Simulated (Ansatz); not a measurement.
Write the native input for Ansatz 0.2.0 that does the following.

```
Task                : relaxation of cell and atoms
Functional          : r2SCAN
Dispersion          : rVV10
Potentials or basis : Ansatz PAW
Cutoff              : 500 eV (not typed: the program's choice for these potentials)
k mesh              : 6 × 3 × 9
Occupations         : fermi-dirac, width 0.05 eV
Spin                : no spin polarisation
```

Crystal: Al2O3.

```
CELL_PARAMETERS angstrom
4.61378 0.00000 0.00000
0.00000 9.56328 0.00000
0.00000 0.00000 3.11986
ATOMIC_POSITIONS crystal
Al 0.98298 0.82457 0.00000
Al 0.01702 0.17543 0.00000
Al 0.48297 0.67543 0.50000
Al 0.51702 0.32457 0.50000
O 0.50000 0.50000 0.50000
O 0.12363 0.75305 0.50000
O 0.37637 0.25305 0.00000
O 0.62364 0.74695 0.00000
O 0.00000 0.00000 0.00000
O 0.87636 0.24695 0.50000
```

Measurements of this composition are mostly on another form, of space group No. 167.

One way to write it, as run:

input.yaml

```yaml
crystal:
  lattice:
    - [4.613777, 0.0, 0.0]
    - [0.0, 9.563279, 0.0]
    - [0.0, 0.0, 3.119862]
  atoms:
    - { symbol: Al, position: [0.982975, 0.824573, 0.0] }
    - { symbol: Al, position: [0.017025, 0.175427, 0.0] }
    - { symbol: Al, position: [0.482975, 0.675427, 0.5] }
    - { symbol: Al, position: [0.517025, 0.324573, 0.5] }
    - { symbol: O, position: [0.5, 0.5, 0.5] }
    - { symbol: O, position: [0.123635, 0.75305, 0.5] }
    - { symbol: O, position: [0.376365, 0.25305, 0.0] }
    - { symbol: O, position: [0.623635, 0.74695, 0.0] }
    - { symbol: O, position: [0.0, 0.0, 0.0] }
    - { symbol: O, position: [0.876365, 0.24695, 0.5] }
hamiltonian:
  xc: r2scan
  pseudopotentials: { kind: paw }
  dispersion: rvv10
kpoints:
  mp_grid: { grid: [6, 3, 9] }
scf:
  occupations: { method: fermi_dirac, width: 0.05 }
output:
  forces: true
  stress: true
  eigenvalues: true
relax:
  f_tol: 0.01
  max_steps: 40
  cell: { stress_tol: 0.05 }
```

Potentials or basis: Ansatz PAW.

Launch:

```bash
$ ansatz run input.yaml --threads 4 --pin off --max-ram 11264MiB --backend cpu --events-out ev --progress --plain --runs-dir out
```

It gave:

| Item | Value |
| --- | --- |
| Relaxed volume | 12.92 Å³/atom |
| Relaxed cell | a = 4.525 Å, b = 9.542 Å, c = 2.992 Å, α = 90.00°, β = 90.00°, γ = 90.00° |
| Space group after relaxing (to 0.05 Å) | Pnnm (No. 58) |
| Energy gained by relaxing | 27.6 meV/atom |
| Ionic steps | 13 |
| Pressure after relaxing | 0.0 GPa |
| Band gap on the k mesh | 4.08 eV, direct |

Caveat: odd divisions of the mesh miss points on the zone boundary, where band edges often lie, so the gap on the mesh can be too wide; the plane-wave basis is chosen anew once the cell has moved, so the energies of steps on either side of that aren't comparable; the PAW data sets come from PBE, with cores solved anew for the run's functional, which leaves a small shift of forces and pressure.

Run time: 110 s on 4 threads of Arm Neoverse V2, on a shared host, peak memory 0.92 GiB.
